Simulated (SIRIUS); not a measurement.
# MgS (F-43m) in SIRIUS: convergence with wave cutoff

Aim: find how far wave cutoff must go before the results for MgS settle, at PBE. This setting moves, with any that are tied to it; all else stays.

Program: SIRIUS 7.10.0. These are calculated values, not measurements. Logs are shortened: lines on timing, memory, paths and dates and some standing lists are left out, and cuts for length are marked. The log counts tension as positive stress, the text compression.

### 1 The crystal as given

The structure is cubic, space group F-43m (No. 216). Conventional cell: a = 5.666 Å, b = 5.666 Å, c = 5.666 Å, α = 90.00°, β = 90.00°, γ = 90.00°. S (site symmetry -43m) has 4 Mg at 2.45 Å as nearest neighbours. Around Mg (site symmetry -43m) lie 4 S at 2.45 Å.

The cell comes from a database or a generator and needn't be the stable form of this composition.

### 2 With wave cutoff 206.9 eV

sirius.json

```json
{
  "control": {
    "processing_unit": "cpu",
    "verbosity": 2,
    "num_bands_to_print": 10,
    "print_forces": true,
    "print_stress": true
  },
  "parameters": {
    "electronic_structure_method": "pseudopotential",
    "xc_functionals": ["XC_GGA_X_PBE", "XC_GGA_C_PBE"],
    "gk_cutoff": 3.9,
    "pw_cutoff": 11.05,
    "ngridk": [8, 8, 8],
    "shiftk": [0, 0, 0],
    "smearing": "methfessel_paxton",
    "smearing_width": 0.0018374661,
    "num_bands": 10,
    "num_mag_dims": 0,
    "num_dft_iter": 100,
    "energy_tol": 1e-08,
    "density_tol": 1e-06
  },
  "iterative_solver": {
    "type": "davidson",
    "min_tolerance": 1e-10
  },
  "mixer": {
    "type": "anderson",
    "beta": 0.7,
    "max_history": 8
  },
  "settings": {
    "tol_ne": 1e-10
  },
  "unit_cell": {
    "lattice_vectors": [
      [0.0, 5.353820966639, 5.353820966639],
      [5.353820966639, 0.0, 5.353820966639],
      [5.353820966639, 5.353820966639, 0.0]
    ],
    "atom_coordinate_units": "lattice",
    "atom_types": ["S", "Mg"],
    "atom_files": {
      "S": "S.json",
      "Mg": "Mg.json"
    },
    "atoms": {
      "S": [
        [0.25, 0.25, 0.25]
      ],
      "Mg": [
        [0.0, 0.0, 0.0]
      ]
    }
  }
}
```

Potentials or basis: SSSP 1.3.0 PBE efficiency.

Started as:

```sh
upf_to_json s_pbe_v1.4.uspp.F.UPF
upf_to_json Mg.pbe-n-kjpaw_psl.0.3.0.UPF
OMP_NUM_THREADS=1 sirius.scf --input=sirius.json --output=out.json --task=0
```

What it wrote:

```text
[info] SIRIUS version : 7.10.0
[info] number of MPI ranks           : 1
[info] MPI grid                      : 1 1
[info] maximum number of OMP threads : 1
[fft] FFT context for density and potential
[fft] =====================================
[fft]   comm size                             : 1
[fft]   plane wave cutoff                     : 11.05
[fft]   grid size                             : 30 30 30   total : 27000
[fft]   grid limits                           : -14 15   -14 15   -14 15
[fft]   number of G-vectors within the cutoff : 3440
[fft]   local number of G-vectors             : 3440
[fft]   number of G-shells                    : 219
[fft] FFT context for coarse grid
[fft] =====================================
[fft]   comm size                             : 1
[fft]   plane wave cutoff                     : 7.8
[fft]   grid size                             : 24 24 24   total : 13824
[fft]   grid limits                           : -11 12   -11 12   -11 12
[fft]   number of G-vectors within the cutoff : 1223
[fft]   local number of G-vectors             : 1223
[fft]   number of G-shells                    : 91
[unit cell] lattice vectors
[unit cell]   a1 :       0.0000000000      5.3538209666      5.3538209666
[unit cell]   a2 :       5.3538209666      0.0000000000      5.3538209666
[unit cell]   a3 :       5.3538209666      5.3538209666      0.0000000000
[unit cell] reciprocal lattice vectors
[unit cell]   b1 :      -0.5867944919      0.5867944919      0.5867944919
[unit cell]   b2 :       0.5867944919     -0.5867944919      0.5867944919
[unit cell]   b3 :       0.5867944919      0.5867944919     -0.5867944919
[unit cell] unit cell volume :       306.91741247 [a.u.^3]
[unit cell] 1/sqrt(omega)    :         0.05708069
[unit cell] MT volume        :         0.00000000 ( 0.00%)
[unit cell] IT volume        :       306.91741247 (100.00%)
[unit cell] number of atom types : 2
[unit cell] type id : 0 symbol :  S mt_radius : 205.904198 num_atoms : 1
[unit cell] type id : 1 symbol : Mg mt_radius : 100.997256 num_atoms : 1
[unit cell] total number of atoms : 2
[unit cell] number of symmetry classes : 2
[unit cell] number of PAW atoms : 1
[unit cell] PAW atoms : 1
[unit cell] atom id  type id  class id             position                      vector_field
[unit cell] ------------------------------------------------------------------------------------------
[unit cell]      0        0        0      0.25000   0.25000   0.25000      0.00000   0.00000   0.00000
[unit cell]      1        1        1      0.00000   0.00000   0.00000      0.00000   0.00000   0.00000
[unit cell] atom id         position (Cartesian, a.u.)
[unit cell] ---------------------------------------------
[unit cell]      0       2.676910    2.676910    2.676910
[unit cell]      1       0.000000    0.000000    0.000000
[unit cell] class id : 0 atom id : 0
[unit cell] class id : 1 atom id : 1
[unit cell] minimum bond length:     4.636545
[unit cell] total number of pseudo wave-functions: 8
[sym] space group number   : 216
[sym] international symbol : F-43m
[... 450 lines left out ...]
[find] ewald contribution             :      -9.46244502
[find] PAW contribution               :     -15.64439354
[find] smearing (-TS)                 :       0.00000000
[find] SCF correction                 :       0.00000000
[find] Total energy                   :     -28.95424285 (Ha),     -57.90848571 (Ry)
[find] Free energy (E-TS)             :     -28.95424285 (Ha),     -57.90848571 (Ry)
[find] band gap (eV)                  :       3.49983346
[find] Efermi                         :       0.13000732
[find] iteration : 23, RMS : 6.129152045339e-08, energy difference : -5.607603270619e-11
[find] Hartree energy of density residual : 6.541766547788e-16
[find] bands are converged : true
[find] iterative solver converged : true
[find] converged after 24 SCF iterations!
[find] Charges and magnetic moments
[find] --------------------------------------------------------------------------------
[find] total charge          : 8.000000
[find] Energy
[find] --------------------------------------------------------------------------------
[find] valence_eval_sum               :      -0.45862435
[find] <rho|V^{XC}>                   :      -3.74438348
[find] <rho|E^{XC}>                   :      -5.08162124
[find] <mag|B^{XC}>                   :       0.00000000
[find] <rho|V^{H}>                    :       4.22376124
[find] one-electron contribution      :      -0.87766368 (Ha),      -1.75532736 (Ry)
[find] hartree contribution           :       2.11188062
[find] xc contribution                :      -5.08162124
[find] ewald contribution             :      -9.46244502
[find] PAW contribution               :     -15.64439354
[find] smearing (-TS)                 :       0.00000000
[find] SCF correction                 :       0.00000000
[find] Total energy                   :     -28.95424285 (Ha),     -57.90848571 (Ry)
[find] Free energy (E-TS)             :     -28.95424285 (Ha),     -57.90848571 (Ry)
[find] band gap (eV)                  :       3.49983346
[find] Efermi                         :       0.13000732
[ground_state] === stress tensor components [kbar] ===
[ground_state] === stress_kin ===
[ground_state] -2717.853964   -0.000000    0.000000
[ground_state]    -0.000000-2717.853964    0.000000
[ground_state]     0.000000    0.000000-2717.853964
[ground_state] === stress_har ===
[ground_state]  -674.814161   -0.000000    0.000000
[ground_state]    -0.000000 -674.814161    0.000000
[ground_state]     0.000000    0.000000 -674.814161
[ground_state] === stress_ewald ===
[ground_state]  3023.557221    0.000000   -0.000000
[ground_state]     0.000000 3023.557221   -0.000000
[ground_state]    -0.000000   -0.000000 3023.557221
[ground_state] === stress_vloc ===
[ground_state]  1647.218670    0.000000    0.000000
[ground_state]     0.000000 1647.218670   -0.000000
[ground_state]     0.000000   -0.000000 1647.218670
[ground_state] === stress_xc ===
[ground_state] -1212.517858   -0.000000    0.000000
[ground_state]    -0.000000-1212.517858    0.000000
[ground_state]     0.000000    0.000000-1212.517858
[ground_state] === stress_core ===
[ground_state]  2218.830647    0.000000   -0.000000
[ground_state]     0.000000 2218.830647   -0.000000
[ground_state]    -0.000000   -0.000000 2218.830647
[ground_state] === stress_nonloc ===
[ground_state] -2538.402845   -0.000000    0.000000
[ground_state]    -0.000000-2538.402845    0.000000
[ground_state]     0.000000    0.000000-2538.402845
[ground_state] === stress_us ===
[ground_state]   265.970616    0.000000   -0.000000
[ground_state]     0.000000  265.970616   -0.000000
[ground_state]    -0.000000   -0.000000  265.970616
[ground_state] === stress_us_nl ===
[ground_state] -2272.432229   -0.000000   -0.000000
[ground_state]    -0.000000-2272.432229    0.000000
[ground_state]    -0.000000    0.000000-2272.432229
[ground_state] === stress_total ===
[ground_state]    11.988326   -0.000000    0.000000
[ground_state]    -0.000000   11.988326    0.000000
[ground_state]     0.000000    0.000000   11.988326
[ground_state] ==== total Forces in Ha/bohr =====
[ground_state] atom:    0, force:       0.0000000      0.0000000     -0.0000000
[ground_state] atom:    1, force:      -0.0000000     -0.0000000      0.0000000
[ground_state] ==== ultrasoft contribution from Qij =====
[ground_state] atom:    0, force:       0.0000000      0.0000000      0.0000000
[ground_state] atom:    1, force:       0.0000000      0.0000000      0.0000000
[ground_state] ==== non-local contribution from Beta-projector =====
[ground_state] atom:    0, force:       0.0000000      0.0000000      0.0000000
[ground_state] atom:    1, force:      -0.0000000     -0.0000000      0.0000000
[ground_state] ==== contribution from local potential =====
[ground_state] atom:    0, force:       0.0000000      0.0000000     -0.0000000
[ground_state] atom:    1, force:       0.0000000      0.0000000      0.0000000
[ground_state] ==== contribution from core density =====
[ground_state] atom:    0, force:       0.0000000      0.0000000      0.0000000
[ground_state] atom:    1, force:      -0.0000000     -0.0000000      0.0000000
[ground_state] ==== Ewald forces from ions =====
[ground_state] atom:    0, force:      -0.0000000      0.0000000      0.0000000
[ground_state] atom:    1, force:       0.0000000      0.0000000      0.0000000
[~DFT_ground_state] local op. applied: 15312
[~DFT_ground_state] evp. work count: 6678.17
[~DFT_ground_state] number of iterative solver steps: 1553
```

It took 9.9 s on 1 thread of Arm Neoverse V1, shared host; peak memory 0.12 GiB.

What came out:

* Pressure: -1.2 GPa
* Band gap on the k mesh: 3.50 eV

### 3 With wave cutoff 298 eV

Edit sirius.json of step 2 so:

```diff
@@ -11,4 +11,4 @@
     "xc_functionals": ["XC_GGA_X_PBE", "XC_GGA_C_PBE"],
-    "gk_cutoff": 3.9,
-    "pw_cutoff": 11.05,
+    "gk_cutoff": 4.68,
+    "pw_cutoff": 13.26,
     "ngridk": [8, 8, 8],
```

Potentials or basis: SSSP 1.3.0 PBE efficiency.

Started as:

```sh
upf_to_json s_pbe_v1.4.uspp.F.UPF
upf_to_json Mg.pbe-n-kjpaw_psl.0.3.0.UPF
OMP_NUM_THREADS=1 sirius.scf --input=sirius.json --output=out.json --task=0
```

Wall time 13 s (1 thread of Arm Neoverse V1, shared host); peak memory 0.16 GiB.

What came out:

| Property | Result |
| --- | --- |
| Pressure | 0.2 GPa |
| Band gap on the k mesh | 3.46 eV |

### 4 With wave cutoff 405.6 eV

Edit sirius.json of step 3 so:

```diff
@@ -11,4 +11,4 @@
     "xc_functionals": ["XC_GGA_X_PBE", "XC_GGA_C_PBE"],
-    "gk_cutoff": 4.68,
-    "pw_cutoff": 13.26,
+    "gk_cutoff": 5.46,
+    "pw_cutoff": 15.47,
     "ngridk": [8, 8, 8],
```

Started as:

```sh
upf_to_json s_pbe_v1.4.uspp.F.UPF
upf_to_json Mg.pbe-n-kjpaw_psl.0.3.0.UPF
OMP_NUM_THREADS=1 sirius.scf --input=sirius.json --output=out.json --task=0
```

Wall time 18 s (1 thread of Arm Neoverse V1, shared host); peak memory 0.22 GiB.

What came out:

```yaml
Pressure: 0.7 GPa
Band_gap_on_the_k_mesh: 3.45 eV
```

### 5 With wave cutoff 529.8 eV

Edit sirius.json of step 4 so:

```diff
@@ -11,4 +11,4 @@
     "xc_functionals": ["XC_GGA_X_PBE", "XC_GGA_C_PBE"],
-    "gk_cutoff": 5.46,
-    "pw_cutoff": 15.47,
+    "gk_cutoff": 6.24,
+    "pw_cutoff": 17.68,
     "ngridk": [8, 8, 8],
```

Started as:

```sh
upf_to_json s_pbe_v1.4.uspp.F.UPF
upf_to_json Mg.pbe-n-kjpaw_psl.0.3.0.UPF
OMP_NUM_THREADS=1 sirius.scf --input=sirius.json --output=out.json --task=0
```

Wall time 26 s (1 thread of Arm Neoverse V1, shared host); peak memory 0.28 GiB.

Results:

| Property | Result |
| --- | --- |
| Pressure | 0.8 GPa |
| Band gap on the k mesh | 3.45 eV |

### 6 With wave cutoff 670.5 eV

Edit sirius.json of step 5 so:

```diff
@@ -11,4 +11,4 @@
     "xc_functionals": ["XC_GGA_X_PBE", "XC_GGA_C_PBE"],
-    "gk_cutoff": 6.24,
-    "pw_cutoff": 17.68,
+    "gk_cutoff": 7.02,
+    "pw_cutoff": 19.89,
     "ngridk": [8, 8, 8],
```

Potentials or basis: SSSP 1.3.0 PBE efficiency.

Started as:

```sh
upf_to_json s_pbe_v1.4.uspp.F.UPF
upf_to_json Mg.pbe-n-kjpaw_psl.0.3.0.UPF
OMP_NUM_THREADS=1 sirius.scf --input=sirius.json --output=out.json --task=0
```

It took 38 s on 1 thread of Arm Neoverse V1, shared host; peak memory 0.36 GiB.

It converged, with:

```
Pressure               : 0.8 GPa
Band gap on the k mesh : 3.45 eV
```

### 7 With wave cutoff 827.8 eV

Edit sirius.json of step 6 so:

```diff
@@ -11,4 +11,4 @@
     "xc_functionals": ["XC_GGA_X_PBE", "XC_GGA_C_PBE"],
-    "gk_cutoff": 7.02,
-    "pw_cutoff": 19.89,
+    "gk_cutoff": 7.8,
+    "pw_cutoff": 22.1,
     "ngridk": [8, 8, 8],
```

Started as:

```sh
upf_to_json s_pbe_v1.4.uspp.F.UPF
upf_to_json Mg.pbe-n-kjpaw_psl.0.3.0.UPF
OMP_NUM_THREADS=1 sirius.scf --input=sirius.json --output=out.json --task=0
```

Run time: 41 s. Hardware: 1 thread of Arm Neoverse V1, shared host; peak memory 0.46 GiB.

It converged, with:

```
Pressure               : 0.8 GPa
Band gap on the k mesh : 3.45 eV
```

### 8 With wave cutoff 1094.7 eV

Edit sirius.json of step 7 so:

```diff
@@ -11,4 +11,4 @@
     "xc_functionals": ["XC_GGA_X_PBE", "XC_GGA_C_PBE"],
-    "gk_cutoff": 7.8,
-    "pw_cutoff": 22.1,
+    "gk_cutoff": 8.97,
+    "pw_cutoff": 25.42,
     "ngridk": [8, 8, 8],
@@ -37,6 +37,7 @@
     "lattice_vectors": [
-      [0.0, 5.353820966639, 5.353820966639],
-      [5.353820966639, 0.0, 5.353820966639],
-      [5.353820966639, 5.353820966639, 0.0]
+      [0.0, 0.707106781187, 0.707106781187],
+      [0.707106781187, 0.0, 0.707106781187],
+      [0.707106781187, 0.707106781187, 0.0]
     ],
+    "lattice_vectors_scale": 7.5714462215,
     "atom_coordinate_units": "lattice",
```

Started as:

```sh
upf_to_json s_pbe_v1.4.uspp.F.UPF
upf_to_json Mg.pbe-n-kjpaw_psl.0.3.0.UPF
OMP_NUM_THREADS=1 sirius.scf --input=sirius.json --output=out.json --task=0
```

It took 60 s on 1 thread of Arm Neoverse V1, shared host; peak memory 0.63 GiB.

It converged, with:

```
Pressure               : 0.8 GPa
Band gap on the k mesh : 3.45 eV
```

### 9 With wave cutoff 1398.9 eV

Edit sirius.json of step 8 so:

```diff
@@ -11,4 +11,4 @@
     "xc_functionals": ["XC_GGA_X_PBE", "XC_GGA_C_PBE"],
-    "gk_cutoff": 8.97,
-    "pw_cutoff": 25.42,
+    "gk_cutoff": 10.14,
+    "pw_cutoff": 28.73,
     "ngridk": [8, 8, 8],
```

Potentials or basis: SSSP 1.3.0 PBE efficiency.

Started as:

```sh
upf_to_json s_pbe_v1.4.uspp.F.UPF
upf_to_json Mg.pbe-n-kjpaw_psl.0.3.0.UPF
OMP_NUM_THREADS=1 sirius.scf --input=sirius.json --output=out.json --task=0
```

Run time: 84 s. Hardware: 1 thread of Arm Neoverse V1, shared host; peak memory 0.83 GiB.

It converged, with:

```
Pressure               : 0.8 GPa
Band gap on the k mesh : 3.45 eV
```

### 10 The series at a glance

| wave cutoff | pressure (GPa) | gap on the mesh (eV) | SCF cycles | CPU time (s) | peak memory (GiB) |
| --- | --- | --- | --- | --- | --- |
| 206.9 eV | -1.20 | 3.500 | 24 | 9.9 | 0.12 |
| 298 eV | 0.22 | 3.459 | 29 | 13 | 0.16 |
| 405.6 eV | 0.73 | 3.451 | 25 | 18 | 0.22 |
| 529.8 eV | 0.77 | 3.451 | 25 | 26 | 0.28 |
| 670.5 eV | 0.77 | 3.451 | 35 | 38 | 0.36 |
| 827.8 eV | 0.77 | 3.451 | 24 | 41 | 0.46 |
| 1094.7 eV | 0.77 | 3.451 | 26 | 60 | 0.63 |
| 1398.9 eV | 0.77 | 3.451 | 23 | 84 | 0.83 |

Against the tightest run, the pressure stays within 0.1 GPa from 405.6 eV on; the gap on the mesh stays within 0.01 eV from 298 eV on. The tightest run that finished is the yardstick and may itself not be fully converged.
